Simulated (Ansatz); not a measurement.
# TiO2 (Anatase, I4_1/amd): zone-centre modes under pressure, part 4 of 4

Wanted: Grüneisen parameters and pressure coefficients of the modes of TiO2 (Anatase, I4_1/amd).

Ansatz 0.2.0; DFT PBEsol, scalar-relativistic, plane waves, PAW; PAW set soft_1.

So far, highest optical mode at the zone centre (no LO-TO term) (cm⁻¹): step 4 (zone-centre response at rest) 619; step 6 (volume ratio 1.06) 574.

## Step 8: Modes of this member: 0.9 times the volume at rest

The zone-centre modes follow for 0.9 times the volume at rest, with the response to a field.

File input.yaml:

```yaml
crystal:
  lattice:
    - [-1.8651303748, 1.8651303748, 4.3914849758]
    - [1.8651303748, -1.8651303748, 4.3914849758]
    - [1.8651303748, 1.8651303748, -4.3914849758]
  atoms:
    - { symbol: O, position: [0.2193650158, 0.2193650158, 0.0] }
    - { symbol: O, position: [0.9693650158, 0.4693650158, 0.5] }
    - { symbol: O, position: [0.5306349842, 0.0306349842, 0.5] }
    - { symbol: O, position: [0.7806349842, 0.7806349842, 0.0] }
    - { symbol: Ti, position: [0.0, 0.0, 0.0] }
    - { symbol: Ti, position: [0.75, 0.25, 0.5] }
kpoints:
  mp_grid: { grid: [12, 12, 12] }
hamiltonian:
  xc: pbesol
  pseudopotentials: { kind: paw, azcp: { folder: soft_1 }, xc_functional: pbe }
scf:
  occupations: { method: fixed }
output:
  eigenvalues: true
phonons:
  method: dfpt
  dielectric: true
  rigid_motions: translations
```

Command:

```console
ansatz run input.yaml --threads 8 --pin off --max-ram 16384MiB --backend cpu --events-out ev --progress --plain --runs-dir out
```

Numbers of over 12 decimals in the logs are rounded to 6 here.

The log of the run:

```text
[...]
Crystal: 6 atoms, lattice volume = 61.107 Å³
Basis set: ecut = 420 eV, 1211 PW (Γ), exchange–correlation on 72×72×72 points (8 copies of the dense FFT grid, shifted against one another)
Bands: 30, of which v1, the nominal top of the filled ones, is band 24 counted from 1 (23 counted from 0)
Symmetry: 16 space group operations
k-points: 868 of 1728 (irreducible under 1 space group operation, time reversal used)
[...]
ω (cm⁻¹)  modes    IR ((D/Å)²/amu)
[...]
optical modes at Γ + LO–TO along q̂ = [0.0000, 1.0000, 0.0000]:
      ω (cm⁻¹)  modes    IR ((D/Å)²/amu)
[...]
optical modes at Γ + LO–TO along q̂ = [0.0000, 0.0000, 1.0000]:
      ω (cm⁻¹)  modes    IR ((D/Å)²/amu)
[...]
557.37      1             0.0000
        586.10      1             0.0000
        679.22      2             0.0000
        764.77      1            74.4859
[key lines of the parts left out:]
SCF converged after 10 iterations
Free energy (F): -7199.328273 eV
Fermi energy:    8.777345 eV
```

It took 8 min on 8 threads of Arm Neoverse N1, shared host; peak memory 6.7 GiB.

This step gave:

| Item | Value |
| --- | --- |
| sum-rule residual before enforcement | 1.07e-4 eV/Å² |
| miss of the charge sum rule | 0.001916 e |
| estimated error of the dielectric tensor | 0.02109 |
| estimated error of the Born charges | 0.02167 e |
| highest optical mode at the zone centre (no LO-TO term) | 679.2 cm⁻¹ |
| lowest optical zone-centre mode | 151.5 cm⁻¹ |
| mean high-frequency dielectric constant | 6.735 |
| largest Born charge (third of the trace) | 6.327 e |
| mean static dielectric constant | 39.69 |
| top of the zone-centre spectrum with the field | 947.9 cm⁻¹ |

Without the LO-TO term. Patterns of degenerate modes are one choice out of their space. Modes at Γ, with each element's share of the kinetic energy:

| mode | frequency (cm⁻¹) | symmetry | O % | Ti % |
| --- | --- | --- | --- | --- |
| 1 | 0.0 | acoustic | 40 | 60 |
| 2 | 0.0 | acoustic | 40 | 60 |
| 3 | 0.0 | acoustic | 40 | 60 |
| 4 | 151.5 | Eg | 81 | 19 |
| 5 | 151.5 | Eg | 81 | 19 |
| 6 | 195.7 | Eg | 21 | 79 |
| 7 | 195.7 | Eg | 21 | 79 |
| 8 | 229.4 | Eu | 69 | 31 |
| 9 | 229.4 | Eu | 69 | 31 |
| 10 | 403.2 | A2u | 60 | 40 |
| 11 | 413.3 | B1g | 7 | 93 |
| 12 | 542.6 | Eu | 91 | 9 |
| 13 | 542.6 | Eu | 91 | 9 |
| 14 | 555.0 | A1g | 100 | 0 |
| 15 | 557.4 | B1g | 93 | 7 |
| 16 | 586.1 | B2u | 100 | 0 |
| 17 | 679.2 | Eg | 98 | 2 |
| 18 | 679.2 | Eg | 98 | 2 |

Transverse modes. Lines of the infrared spectrum (strongest = 100):

| position (cm⁻¹) | label | relative intensity |
| --- | --- | --- |
| 152 | Eg | 0.0 |
| 196 | Eg | 0.0 |
| 229 | Eu | 53 |
| 403 | A2u | 42 |
| 413 | B1g | 0.0 |
| 543 | Eu | 100 |
| 555 | A1g | 0.0 |
| 557 | B1g | 0.0 |
| 586 | B2u | 0.0 |
| 679 | Eg | 0.0 |

Without the LO-TO term the lowest optical mode is real, 151 cm⁻¹, and the highest lies at 679.2 cm⁻¹.

For the highest optical mode at the zone centre (no LO-TO term), step 4 gave 619 cm⁻¹; this run, with volume ratio 0.9, gives 679 cm⁻¹ (+10 %).

## Step 9: The series together

The members are set side by side, also those not shown above.

Each row is one cell with its response, relaxed at fixed volume as far as symmetry leaves anything free; energies are extrapolated to zero smearing, and E0 is that at rest; the axis is the Cartesian z axis of the cell; shape and atoms are relaxed in each cell where symmetry leaves them free. State of the crystal along the series:

| volume ratio | V (Å³/atom) | pressure (GPa) | E - E0 (meV/atom) | first cell vector (Å) | third cell vector (Å) | gap on mesh (eV) | ε∞ along the axis | ε∞ across the axis, mean | ε0 along the axis | ε0 across the axis, mean | largest Born charge in size, a third of the trace (e) | top mode with the field, highest of q along x, y and z (cm⁻¹) |
| --- | --- | --- | --- | --- | --- | --- | --- | --- | --- | --- | --- | --- |
| 0.9 | 10.18 | 21.03 | 70.72 | 5.123 | 5.123 | 1.87 | 6.157 | 7.024 | 22.15 | 48.47 | 6.327 | 947.9 |
| 0.92 | 10.41 | 16.32 | 44.39 | 5.195 | 5.195 | 1.942 | 6.162 | 6.958 | 23.31 | 49.06 | 6.323 | 928.6 |
| 0.94 | 10.64 | 11.89 | 24.49 | 5.268 | 5.268 | 2 | 6.178 | 6.91 | 24.59 | 50.26 | 6.315 | 908.3 |
| 0.96 | 10.86 | 7.707 | 10.68 | 5.338 | 5.338 | 2.047 | 6.204 | 6.877 | 25.97 | 52.35 | 6.304 | 887 |
| 0.98 | 11.09 | 3.746 | 2.617 | 5.407 | 5.407 | 2.087 | 6.238 | 6.859 | 27.49 | 55.74 | 6.29 | 864.8 |
| 0.99 | 11.2 | 1.845 | 0.6406 | 5.439 | 5.439 | 2.102 | 6.258 | 6.854 | 28.3 | 58.18 | 6.282 | 853.4 |
| 1 | 11.32 | 1.83e-4 | 0 | 5.471 | 5.471 | 2.115 | 6.279 | 6.852 | 29.17 | 61.27 | 6.274 | 841.8 |
| 1.02 | 11.54 | -3.514 | 2.507 | 5.532 | 5.532 | 2.134 | 6.325 | 6.856 | 31.06 | 70.33 | 6.259 | 818.2 |
| 1.04 | 11.77 | -6.788 | 9.806 | 5.588 | 5.588 | 2.142 | 6.376 | 6.867 | 33.2 | 86.14 | 6.244 | 794.4 |
| 1.06 | 11.99 | -9.817 | 21.56 | 5.641 | 5.641 | 2.143 | 6.431 | 6.886 | 35.62 | 117.8 | 6.23 | 770.5 |

Without the LO-TO term; each mode is tracked from rest by its pattern, and modes that stay within 0.3 cm⁻¹ of each other stand once; shape and atoms are relaxed in each cell where symmetry leaves them free. Optical modes along the series:

| V (Å³/atom) | mode 4 Eg (cm⁻¹) | mode 6 Eg (cm⁻¹) | mode 8 Eu (cm⁻¹) | mode 10 A2u (cm⁻¹) | mode 11 B1g (cm⁻¹) | mode 12 Eu (cm⁻¹) | mode 14 B1g (cm⁻¹) | mode 15 A1g (cm⁻¹) | mode 16 B2u (cm⁻¹) | mode 17 Eg (cm⁻¹) |
| --- | --- | --- | --- | --- | --- | --- | --- | --- | --- | --- |
| 10.18 | 151.5 | 195.7 | 229.4 | 403.2 | 413.3 | 542.6 | 557.4 | 555 | 586.1 | 679.2 |
| 10.41 | 149.4 | 184.8 | 231.6 | 388.5 | 404.9 | 518.1 | 542.7 | 547 | 577.4 | 668.6 |
| 10.64 | 149 | 174.8 | 233.1 | 373.7 | 397.1 | 493.2 | 528.5 | 538.9 | 568.1 | 657.6 |
| 10.86 | 148.7 | 166.9 | 233.6 | 358.9 | 389.6 | 468 | 514.7 | 530.5 | 558.4 | 645.7 |
| 11.09 | 143.9 | 164.8 | 232.3 | 344 | 381.7 | 442.9 | 501.8 | 521.6 | 548.3 | 632.9 |
| 11.2 | 139.4 | 166.2 | 230.5 | 336.6 | 377.5 | 430.5 | 495.8 | 517.1 | 543.2 | 626.1 |
| 11.32 | 133.9 | 168.3 | 227.8 | 329.2 | 373 | 418.4 | 490 | 512.4 | 538 | 619 |
| 11.54 | 120.7 | 173.7 | 218.3 | 314.5 | 363 | 395.9 | 479.5 | 502.9 | 527.7 | 604.4 |
| 11.77 | 104.2 | 179.5 | 201.4 | 299.9 | 351.8 | 376.6 | 470.2 | 493.3 | 517.5 | 589.3 |
| 11.99 | 82.8 | 185.2 | 174.1 | 285.4 | 339.6 | 361.7 | 462 | 483.7 | 507.6 | 574 |

From cubic fits (parabolas where under five rows exist) of ln ω and P against ln V through the rows within about 4 % of rest: γ = −d ln ω / d ln V and dω/dP = γ ω / B. Slopes at rest:

| mode | fitted frequency at rest (cm⁻¹) | Grüneisen parameter γ | dω/dP (cm⁻¹/GPa) |
| --- | --- | --- | --- |
| mode 4 Eg | 134.1 | 4.4 | 3.24 |
| mode 6 Eg | 168.2 | -1.43 | -1.32 |
| mode 8 Eu | 227.9 | 1.45 | 1.81 |
| mode 10 A2u | 329.2 | 2.25 | 4.07 |
| mode 11 B1g | 373 | 1.25 | 2.56 |
| mode 12 Eu | 418.4 | 2.84 | 6.53 |
| mode 14 B1g | 490 | 1.14 | 3.08 |
| mode 15 A1g | 512.4 | 0.92 | 2.58 |
| mode 16 B2u | 538 | 0.96 | 2.85 |
| mode 17 Eg | 619 | 1.16 | 3.94 |

## Step 10: Outcome

* members: 10
* highest optical mode at the zone centre (no LO-TO term), at rest: 619.0 cm⁻¹
* bulk modulus at rest: 182 GPa
* mode 14 B1g, γ: 1.14
* mode 15 A1g, γ: 0.92
* mode 16 B2u, γ: 0.96
* mode 17 Eg, γ: 1.16

In words: The series spans -9.8 to 21.0 GPa, and the slope at rest gives a bulk modulus of 182 GPa. Among the modes in the table of slopes γ runs from -1.43 (mode 6 Eg) to 4.40 (mode 4 Eg). A negative γ means that the mode softens under pressure. ε∞ along z is 6.28 at rest, with d ln ε∞ / d ln V = 0.35. One k mesh and one cutoff serve the ground states and modes of all volumes; the field response picks its own mesh. These are harmonic frequencies at zero temperature: anharmonic shifts, linewidths and thermal expansion are left out. The PAW files were made for PBE; the program adapts parts of them to the functional of the run, but their partial waves stay those of PBE, an approximation that was not tested in this session. Only the zone centre was solved, so an instability at another wavevector cannot show here.

[Logs are printed without paths, hosts, clocks, repeated set-up lines and the standing remarks that a program may print on its own settings, such as how far it seeks lower states.]

[Hosts, paths, dates, database ids (printed as entryN), source tags and the programs' standing remarks are cut or masked in the printed files.]
